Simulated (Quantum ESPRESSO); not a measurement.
# GaN (F-43m) in Quantum ESPRESSO: a series of runs

The runs below take GaN through band structure, with BLYP, TASK.

Everything below comes from runs of Quantum ESPRESSO 7.5. Logs are shortened: lines on timing, memory, paths and dates and some standing lists are left out, and cuts for length are marked.

**The experiment to reproduce.**

From a printed reference work, textbook, for a bulk crystal of GaN at 0 K: band gap 3.299 eV (direct).

The runs below are set against these values where they give the same quantity.

## (1) Starting point

It takes space group F-43m (No. 216, cubic). Conventional cell: a = 4.507 Å, b = 4.507 Å, c = 4.507 Å, α = 90.00°, β = 90.00°, γ = 90.00°. Ga (site symmetry -43m) is surrounded by 4 N at 1.95 Å. N (site symmetry -43m) is surrounded by 4 Ga at 1.95 Å.

The cell is a database's computed one.

## (2) Band structure, BLYP

Contents of pw.in:

```
&CONTROL
  calculation = 'scf'
  prefix = 'pwscf'
  outdir = './tmp'
  pseudo_dir = './pseudo'
  tprnfor = .true.
  tstress = .true.
  disk_io = 'low'
/
&SYSTEM
  ibrav = 0
  nat = 2
  ntyp = 2
  ecutwfc = 88
  nbnd = 15
  input_dft = 'blyp'
  occupations = 'smearing'
  smearing = 'fd'
  degauss = 0.00367493
/
&ELECTRONS
  conv_thr = 4d-10
  electron_maxstep = 120
  mixing_beta = 0.5
/
ATOMIC_SPECIES
Ga    69.7230 Ga_ONCV_PBE-1.2.upf
N     14.0070 N_ONCV_PBE-1.2.upf
CELL_PARAMETERS bohr
   0.0000000000    4.2584989699    4.2584989699
   4.2584989699    0.0000000000    4.2584989699
   4.2584989699    4.2584989699    0.0000000000
ATOMIC_POSITIONS bohr
Ga     0.0000000000    0.0000000000    0.0000000000
N      2.1292494849    2.1292494849    2.1292494849
K_POINTS automatic
10 10 10 0 0 0
```

Contents of bands.in:

```
&CONTROL
  calculation = 'bands'
  prefix = 'pwscf'
  outdir = './tmp'
  pseudo_dir = './pseudo'
  disk_io = 'low'
  verbosity = 'high'
/
&SYSTEM
  ibrav = 0
  nat = 2
  ntyp = 2
  ecutwfc = 88
  nbnd = 15
  input_dft = 'blyp'
  occupations = 'smearing'
  smearing = 'fd'
  degauss = 0.00367493
/
&ELECTRONS
  conv_thr = 1d-08
  electron_maxstep = 120
  mixing_beta = 0.5
  diago_full_acc = .true.
  startingwfc = 'random'
/
ATOMIC_SPECIES
Ga    69.7230 Ga_ONCV_PBE-1.2.upf
N     14.0070 N_ONCV_PBE-1.2.upf
CELL_PARAMETERS bohr
   0.0000000000    4.2584989699    4.2584989699
   4.2584989699    0.0000000000    4.2584989699
   4.2584989699    4.2584989699    0.0000000000
ATOMIC_POSITIONS bohr
Ga     0.0000000000    0.0000000000    0.0000000000
N      2.1292494849    2.1292494849    2.1292494849
K_POINTS crystal
60
 0.0000000000  0.0000000000  0.0000000000 1
 0.0625000000  0.0000000000  0.0625000000 1
 0.1250000000  0.0000000000  0.1250000000 1
 0.1875000000  0.0000000000  0.1875000000 1
 0.2500000000  0.0000000000  0.2500000000 1
 0.3125000000  0.0000000000  0.3125000000 1
 0.3750000000  0.0000000000  0.3750000000 1
 0.4375000000  0.0000000000  0.4375000000 1
 0.5000000000  0.0000000000  0.5000000000 1
 0.5000000000  0.0625000000  0.5625000000 1
 0.5000000000  0.1250000000  0.6250000000 1
 0.5000000000  0.1875000000  0.6875000000 1
 0.5000000000  0.2500000000  0.7500000000 1
 0.4375000000  0.3125000000  0.7500000000 1
 0.3750000000  0.3750000000  0.7500000000 1
 0.3375000000  0.3375000000  0.6750000000 1
 0.3000000000  0.3000000000  0.6000000000 1
 0.2625000000  0.2625000000  0.5250000000 1
 0.2250000000  0.2250000000  0.4500000000 1
 0.1875000000  0.1875000000  0.3750000000 1
 0.1500000000  0.1500000000  0.3000000000 1
 0.1125000000  0.1125000000  0.2250000000 1
 0.0750000000  0.0750000000  0.1500000000 1
 0.0375000000  0.0375000000  0.0750000000 1
 0.0000000000  0.0000000000  0.0000000000 1
 0.0625000000  0.0625000000  0.0625000000 1
 0.1250000000  0.1250000000  0.1250000000 1
 0.1875000000  0.1875000000  0.1875000000 1
 0.2500000000  0.2500000000  0.2500000000 1
 0.3125000000  0.3125000000  0.3125000000 1
 0.3750000000  0.3750000000  0.3750000000 1
 0.4375000000  0.4375000000  0.4375000000 1
 0.5000000000  0.5000000000  0.5000000000 1
 0.5250000000  0.4500000000  0.5250000000 1
 0.5500000000  0.4000000000  0.5500000000 1
 0.5750000000  0.3500000000  0.5750000000 1
 0.6000000000  0.3000000000  0.6000000000 1
 0.6250000000  0.2500000000  0.6250000000 1
 0.5833333333  0.2500000000  0.6666666667 1
 0.5416666667  0.2500000000  0.7083333333 1
 0.5000000000  0.2500000000  0.7500000000 1
 0.5000000000  0.2857142857  0.7142857143 1
 0.5000000000  0.3214285714  0.6785714286 1
 0.5000000000  0.3571428571  0.6428571429 1
 0.5000000000  0.3928571429  0.6071428571 1
 0.5000000000  0.4285714286  0.5714285714 1
 0.5000000000  0.4642857143  0.5357142857 1
 0.5000000000  0.5000000000  0.5000000000 1
 0.4821428571  0.4821428571  0.5357142857 1
 0.4642857143  0.4642857143  0.5714285714 1
 0.4464285714  0.4464285714  0.6071428571 1
 0.4285714286  0.4285714286  0.6428571429 1
 0.4107142857  0.4107142857  0.6785714286 1
 0.3928571429  0.3928571429  0.7142857143 1
 0.3750000000  0.3750000000  0.7500000000 1
 0.6250000000  0.2500000000  0.6250000000 1
 0.5937500000  0.1875000000  0.5937500000 1
 0.5625000000  0.1250000000  0.5625000000 1
 0.5312500000  0.0625000000  0.5312500000 1
 0.5000000000  0.0000000000  0.5000000000 1
```

Potentials or basis: SG15 PBE 1.2.

Started as:

```sh
OMP_NUM_THREADS=1 pw.x -in pw.in > pw.out
OMP_NUM_THREADS=1 pw.x -in bands.in > bands.out
```

pw.out:

```text
This program is part of the open-source Quantum ESPRESSO suite
     for quantum simulation of materials; please cite
         "P. Giannozzi et al., J. Phys.:Condens. Matter 21 395502 (2009);
         "P. Giannozzi et al., J. Phys.:Condens. Matter 29 465901 (2017);
         "P. Giannozzi et al., J. Chem. Phys. 152 154105 (2020);
     in publications or presentations arising from this work. More details at

     IMPORTANT: XC functional enforced from input :
     Exchange-correlation= BLYP
                           (   1   3   1   3   0   0   0)
     Any further DFT definition will be discarded
     Please, verify this is what you really want

     Message from routine setup:
     using ibrav=0 with symmetry is DISCOURAGED, use correct ibrav instead

     G-vector sticks info
     --------------------
     sticks:   dense  smooth     PW     G-vecs:    dense   smooth      PW
     Sum         871     871    265                17153    17153    2891

     Using Slab Decomposition

     bravais-lattice index     =            0
     lattice parameter (alat)  =       6.0224  a.u.
     unit-cell volume          =     154.4542 (a.u.)^3
     number of atoms/cell      =            2
     number of atomic types    =            2
     number of electrons       =        18.00
     number of Kohn-Sham states=           15
     kinetic-energy cutoff     =      88.0000  Ry
     charge density cutoff     =     352.0000  Ry
     scf convergence threshold =      4.0E-10
     mixing beta               =       0.5000
     number of iterations used =            8  plain     mixing
     Exchange-correlation= BLYP
                           (   1   3   1   3   0   0   0)

     celldm(1)=   6.022427  celldm(2)=   0.000000  celldm(3)=   0.000000
     celldm(4)=   0.000000  celldm(5)=   0.000000  celldm(6)=   0.000000

     crystal axes: (cart. coord. in units of alat)
               a(1) = (   0.000000   0.707107   0.707107 )
               a(2) = (   0.707107   0.000000   0.707107 )
               a(3) = (   0.707107   0.707107   0.000000 )

     reciprocal axes: (cart. coord. in units 2 pi/alat)
               b(1) = ( -0.707107  0.707107  0.707107 )
               b(2) = (  0.707107 -0.707107  0.707107 )
               b(3) = (  0.707107  0.707107 -0.707107 )

     PseudoPot. # 1 for Ga read from file:
     Ga_ONCV_PBE-1.2.upf
     Pseudo is Norm-conserving, Zval = 13.0
     Generated using ONCVPSP code by D. R. Hamann
     Using radial grid of  602 points,  6 beta functions with:
                l(1) =   0
                l(2) =   0
                l(3) =   1
                l(4) =   1
                l(5) =   2
                l(6) =   2

     PseudoPot. # 2 for N  read from file:
     N_ONCV_PBE-1.2.upf
     Pseudo is Norm-conserving, Zval =  5.0
     Generated using ONCVPSP code by D. R. Hamann
     Using radial grid of  602 points,  4 beta functions with:
                l(1) =   0
                l(2) =   0
                l(3) =   1
                l(4) =   1

     atomic species   valence    mass     pseudopotential
     Ga               13.00    69.72300     Ga( 1.00)
     N                 5.00    14.00700     N ( 1.00)

     24 Sym. Ops. (no inversion) found

   Cartesian axes

     site n.     atom                  positions (alat units)
         1        Ga     tau(   1) = (   0.0000000   0.0000000   0.0000000  )
         2        N      tau(   2) = (   0.3535534   0.3535534   0.3535534  )

     number of k points=    47  Fermi-Dirac smearing, width (Ry)=  0.0037
                       cart. coord. in units 2pi/alat
        k(    1) = (   0.0000000   0.0000000   0.0000000), wk =   0.0020000
        k(    2) = (   0.0707107   0.0707107  -0.0707107), wk =   0.0160000
        k(    3) = (   0.1414214   0.1414214  -0.1414214), wk =   0.0160000
        k(    4) = (   0.2121320   0.2121320  -0.2121320), wk =   0.0160000
        k(    5) = (   0.2828427   0.2828427  -0.2828427), wk =   0.0160000
        k(    6) = (  -0.3535534  -0.3535534   0.3535534), wk =   0.0080000
[... 39 lines left out ...]
        k(   46) = (  -0.0707107  -0.3535534   0.6363961), wk =   0.0480000
        k(   47) = (  -0.7071068   0.2828427   0.0000000), wk =   0.0240000

     Dense  grid:    17153 G-vectors     FFT dimensions: (  36,  36,  36)

     Initial potential from superposition of free atoms

     starting charge      17.9216, renormalised to      18.0000
     Starting wfcs are random

     Self-consistent Calculation

     iteration #  1     ecut=    88.00 Ry     beta= 0.50
     Davidson diagonalization with overlap
     ethr =  1.00E-02,  avg # of iterations = 10.0

     total energy              =    -150.91922135 Ry
     estimated scf accuracy    <       0.61324228 Ry

     iteration #  2     ecut=    88.00 Ry     beta= 0.50
     Davidson diagonalization with overlap
     ethr =  3.41E-03,  avg # of iterations =  2.0

     total energy              =    -151.11380537 Ry
     estimated scf accuracy    <       0.12981362 Ry

     iteration #  3     ecut=    88.00 Ry     beta= 0.50
     Davidson diagonalization with overlap
     ethr =  7.21E-04,  avg # of iterations =  1.8
[... 36 lines left out ...]
     total energy              =    -151.13762876 Ry
     estimated scf accuracy    <          4.7E-09 Ry

     iteration #  9     ecut=    88.00 Ry     beta= 0.50
     Davidson diagonalization with overlap
     ethr =  2.64E-11,  avg # of iterations =  2.0

     total energy              =    -151.13762876 Ry
     estimated scf accuracy    <          1.3E-09 Ry

     iteration # 10     ecut=    88.00 Ry     beta= 0.50
     Davidson diagonalization with overlap
     ethr =  7.20E-12,  avg # of iterations =  1.3

     End of self-consistent calculation

          k = 0.0000 0.0000 0.0000 (  2109 PWs)   bands (ev):

    -4.7903  -2.6730  -2.6730  -2.6730  -2.3667  -2.3667  11.0333  11.0333
    11.0333  12.9023  21.3827  21.3827  21.3827  28.8896  30.1799

          k = 0.0707 0.0707-0.0707 (  2130 PWs)   bands (ev):

    -4.6876  -2.6600  -2.6600  -2.6270  -2.3679  -2.3679   9.9666  10.9284
    10.9284  13.7296  20.9057  21.5418  21.5418  28.8032  28.8033

          k = 0.1414 0.1414-0.1414 (  2127 PWs)   bands (ev):

    -4.4392  -2.6297  -2.6297  -2.4372  -2.3666  -2.3666   8.1735  10.6701
    10.6701  14.7958  20.1613  21.8050  21.8050  27.8627  28.0351

          k = 0.2121 0.2121-0.2121 (  2145 PWs)   bands (ev):

    -4.1996  -2.6027  -2.6027  -2.3537  -2.3537  -1.9928   6.3197  10.3777
    10.3777  15.4619  19.8315  21.8037  21.8037  27.1535  28.4839
[... 118 lines left out ...]
    -3.9400  -2.5641  -2.4142  -2.4142  -2.3001  -0.9612   5.5439   8.5951
     8.5951  15.0357  17.8429  22.6509  24.5714  24.5714  33.3005

          k =-0.0707-0.6364 0.6364 (  2161 PWs)   bands (ev):

    -3.9183  -2.5690  -2.4071  -2.3995  -2.3005  -0.5821   5.1337   8.0376
     8.5218  15.1586  18.0333  22.7199  24.6646  24.7350  33.3136

          k = 0.0000-0.5657 0.5657 (  2147 PWs)   bands (ev):

    -3.9129  -2.5574  -2.4243  -2.4125  -2.3181  -0.3780   5.1327   7.1741
     8.7220  15.8578  18.6343  22.5641  24.2391  24.5308  32.7855

          k =-0.7071 0.0000 0.0000 (  2164 PWs)   bands (ev):

    -3.9135  -2.5826  -2.3833  -2.3833  -2.2930  -0.5113   4.9327   8.3808
     8.3808  14.6815  17.7336  22.9305  24.9867  24.9867  32.9394

          k = 0.2828 0.1414 0.0000 (  2140 PWs)   bands (ev):

    -4.2693  -2.5988  -2.5844  -2.4389  -2.3500  -2.2011   7.7073   9.5917
    10.3651  15.7319  19.3495  21.5833  22.3966  25.2227  29.6364

          k = 0.3536 0.2121-0.0707 (  2151 PWs)   bands (ev):

    -4.0975  -2.5794  -2.5562  -2.4177  -2.3391  -1.7295   6.3662   8.9701
    10.0575  16.5377  19.1084  20.9825  22.5725  25.9132  29.8457

          k =-0.2828-0.4243 0.5657 (  2153 PWs)   bands (ev):

    -4.0073  -2.5771  -2.5392  -2.3889  -2.3303  -1.1037   5.0720   8.6780
     9.7268  17.0115  18.8361  21.0714  22.4948  26.9533  30.0281

          k =-0.2121-0.3536 0.4950 (  2168 PWs)   bands (ev):

    -3.9829  -2.5786  -2.5347  -2.3699  -2.3304  -0.7697   4.4950   8.6024
     9.5835  17.1631  18.6525  21.3107  22.4377  27.4709  30.0417
[... 28 lines left out ...]
    -3.9363  -2.5484  -2.4606  -2.4087  -2.3087  -0.8257   5.4949   8.1842
     8.4891  15.8015  18.2933  22.0954  24.0153  24.9808  33.3685

          k =-0.0707-0.4950 0.6364 (  2162 PWs)   bands (ev):

    -3.9159  -2.5463  -2.4684  -2.3926  -2.3229  -0.4312   5.2205   7.3934
     8.4002  16.3783  18.7633  22.0682  23.4221  25.4069  32.1063

          k = 0.0000-0.4243 0.5657 (  2158 PWs)   bands (ev):

    -3.9188  -2.5514  -2.4730  -2.3914  -2.3462  -0.3726   5.2527   6.8844
     8.7196  17.1181  18.9493  21.5867  23.2380  25.7747  30.4720

          k =-0.7071 0.1414 0.0000 (  2154 PWs)   bands (ev):

    -3.9109  -2.5643  -2.4288  -2.3811  -2.3070  -0.4190   5.0506   8.0449
     8.0630  15.4846  18.2475  22.7936  23.8692  25.2845  33.5008

          k =-0.1414-0.4243 0.7071 (  2182 PWs)   bands (ev):

    -3.9276  -2.5360  -2.5045  -2.3898  -2.3394  -0.5510   5.3586   7.3932
     8.4829  17.3827  18.8596  20.9414  23.3330  25.9711  30.6808

          k =-0.0707-0.3536 0.6364 (  2168 PWs)   bands (ev):

    -3.9144  -2.5394  -2.4957  -2.3742  -2.3509  -0.3382   5.2641   7.1570
     8.1944  17.5930  19.0078  21.1547  22.9564  26.1652  30.3402

          k =-0.7071 0.2828 0.0000 (  2172 PWs)   bands (ev):

    -3.9065  -2.5308  -2.4964  -2.3702  -2.3406  -0.2725   5.2932   7.5262
     7.5756  17.1012  19.1335  21.8550  22.5128  26.0431  31.0992

     the Fermi energy is    12.0660 ev

!    total energy              =    -151.13762876 Ry
     estimated scf accuracy    <          9.9E-11 Ry
     smearing contrib. (-TS)   =      -0.00000000 Ry
     internal energy E=F+TS    =    -151.13762876 Ry

     The total energy is F=E-TS. E is the sum of the following terms:
     one-electron contribution =     -53.88011144 Ry
     hartree contribution      =      42.60437279 Ry
     xc contribution           =     -23.18757300 Ry
     ewald contribution        =    -116.67431711 Ry

     convergence has been achieved in  10 iterations

     Forces acting on atoms (cartesian axes, Ry/au):

     atom    1 type  1   force =     0.00000000    0.00000000   -0.00000000
     atom    2 type  2   force =     0.00000000    0.00000000    0.00000000

     Total force =     0.000000     Total SCF correction =     0.000000

     Computing stress (Cartesian axis) and pressure

          total   stress  (Ry/bohr**3)                   (kbar)     P=      105.03
   0.00071401   0.00000000  -0.00000000          105.03        0.00       -0.00
   0.00000000   0.00071401   0.00000000            0.00      105.03        0.00
  -0.00000000   0.00000000   0.00071401           -0.00        0.00      105.03

=------------------------------------------------------------------------------=
   JOB DONE.
=------------------------------------------------------------------------------=
```

Wall time 51 s (1 thread of Arm Neoverse V1, shared host); peak memory 0.09 GiB.

Results:

| Property | Result |
| --- | --- |
| Free energy | -2056.3322 eV |
| Pressure | 10.5 GPa |
| Band gap on the k mesh | 1.87 eV, direct |
| Band gap along the path | 1.87 eV, direct |

Levels at the corners of the path, in eV from the valence-band top:
```
point  band 6  band 7  band 8  band 9  band 10  band 11  band 12  band 13
    Γ  -13.40    0.00    0.00    0.00     1.87    10.35    10.35    10.35
    X  -11.54   -6.10   -2.65   -2.65     3.65     6.70    11.90    13.95
    W  -11.28   -5.69   -3.61   -3.53     6.46     8.26    10.37    11.42
    K  -11.40   -5.84   -4.14   -2.13     5.24     7.83    11.24    12.88
    Γ  -13.40    0.00    0.00    0.00     1.87    10.35    10.35    10.35
    L  -12.02   -6.94   -0.95   -0.95     4.71     8.91    10.46    10.46
    U  -11.40   -5.84   -4.14   -2.13     5.24     7.83    11.24    12.88
    W  -11.28   -5.69   -3.61   -3.53     6.46     8.26    10.37    11.42
    L  -12.02   -6.94   -0.95   -0.95     4.71     8.91    10.46    10.46
    K  -11.40   -5.84   -4.14   -2.13     5.24     7.83    11.24    12.88
    U  -11.40   -5.84   -4.14   -2.13     5.24     7.83    11.24    12.88
    X  -11.54   -6.10   -2.65   -2.65     3.65     6.70    11.90    13.95
```

Caveat: the potentials were made for another functional, which shifts forces and pressure.

(Part 1 of 2 ends here.)
